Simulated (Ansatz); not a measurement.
AlN: stationary points along a deformation path

Theory: DFT PBEsol, scalar-relativistic, plane waves, PAW (Ansatz 0.2.0). Cutoff 420 eV, Γ-centred 12×12×6 k-points, Gaussian smearing of 0.05 eV. No spin polarisation. Energies are free energies at this smearing, counted from the undisturbed cell; pressure is positive in compression.

The starting cell (as given, not relaxed at this level; it stands at -3.5 GPa; this form isn't the usual structure):

```yaml
crystal:
  lattice:
    - [3.31212, 0.00000, 0.00000]
    - [-1.65606, 2.86838, 0.00000]
    - [0.00000, 0.00000, 4.18756]
  atoms:
    - { symbol: Al, position: [0.33333, 0.66667, 0.75000] }
    - { symbol: Al, position: [0.66667, 0.33333, 0.25000] }
    - { symbol: N, position: [0.33333, 0.66667, 0.25000] }
    - { symbol: N, position: [0.66667, 0.33333, 0.75000] }
```

At fixed volume and fractional coordinates, lengths along (0.000, 0.000, 1.000) are scaled against those across it; ρ is that ratio over its starting value. V = 9.946 Å³/atom. Δσ is the stress along the axis less the mean stress across it (compression positive).

```csv
ρ,ΔE (meV/atom),Δσ (GPa),space group
0.800,234.9,62.02,P6_3/mmc
0.850,111.0,38.02,P6_3/mmc
0.920,24.8,15.96,P6_3/mmc
0.960,5.0,6.85,P6_3/mmc
1.000,0.0,-0.86,P6_3/mmc
1.050,10.4,-9.37,P6_3/mmc
1.100,36.1,-17.32,P6_3/mmc
1.200,126.6,-33.34,P6_3/mmc
1.300,265.5,-51.16,P6_3/mmc
```

Question: How does the stress give the slope of the energy, and where is the energy stationary?

Answer: Along the path d ln(length) is 2/3 d ln ρ on the axis and −1/3 d ln ρ across it, so dE/d ln ρ = −(2/3) V Δσ: the energy falls with ρ where Δσ is positive. Δσ vanishes or changes sign between ρ = 0.960 and 1.000, a minimum (near 1.00 by linear interpolation). Pairs of stationary points between two samples would go unseen, and could change a minimum read from distant neighbours into a maximum.

Question: Integrate that slope from ρ = 1 to 0.850 by the trapezoid rule.

Answer: With V/N in Å³ and 1 eV/Å³ = 160.2 GPa the slopes at ρ = 1.000, 0.960, 0.920, 0.850 are 36, -283, -661, -1573 meV/atom per unit of ln ρ. The steps add 5.1 + 20.1 + 88.4 = 113.5 meV/atom, against 111.0 from the energies; the trapezoid rule misses the curvature of the slope within each step.

Cost: 9 runs of about 0.31 core-minutes in all, on Arm Neoverse V2 (shared hosts).